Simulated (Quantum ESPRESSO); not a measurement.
Crystal: TiC.

```
Ti C
1.0
     0.00000    2.16572    2.16572
     2.16572    0.00000    2.16572
     2.16572    2.16572    0.00000
Ti C
1 1
Direct
  0.00000 0.00000 0.00000
  0.50000 0.50000 0.50000
```

The cell is a database's computed one.

- Program: Quantum ESPRESSO 7.5
- Task: phonons
- Functional: LDA
- Potentials or basis: PseudoDojo 0.4.1 SR LDA standard
- Cutoff: 1143 eV
- Density cutoff: 4572 eV
- k mesh: 9 × 9 × 9
- Occupations: cold, width 0.2 eV
- Spin: no spin polarisation
- Target pressure: 80 GPa
- Form of the LDA correlation: PW92
- Mixing beta: 0.5
- Most SCF iterations: 120
- SCF threshold: 4e-10 Ry

The cell and the atoms were relaxed first at 80 GPa, to 7.98 Å³/atom (a = 2.826 Å, b = 2.826 Å, c = 2.826 Å, α = 60.00°, β = 60.00°, γ = 60.00°), and the response was taken there.

Question: What is the highest optical frequency at the zone centre?

Answer: 744 cm⁻¹, a mode of symmetry T1u (IR).

Optical modes at Γ, degenerate ones joined:
| cm⁻¹ | components | symmetry | active in |
| --- | --- | --- | --- |
| 744 | 3 | T1u | IR |

Caveat: the mesh is thin for the phonons of a metal; the volume moved by over 15 % at a fixed basis, so the end points are rough; the cell is more than 3 GPa from zero pressure, which shifts response properties.
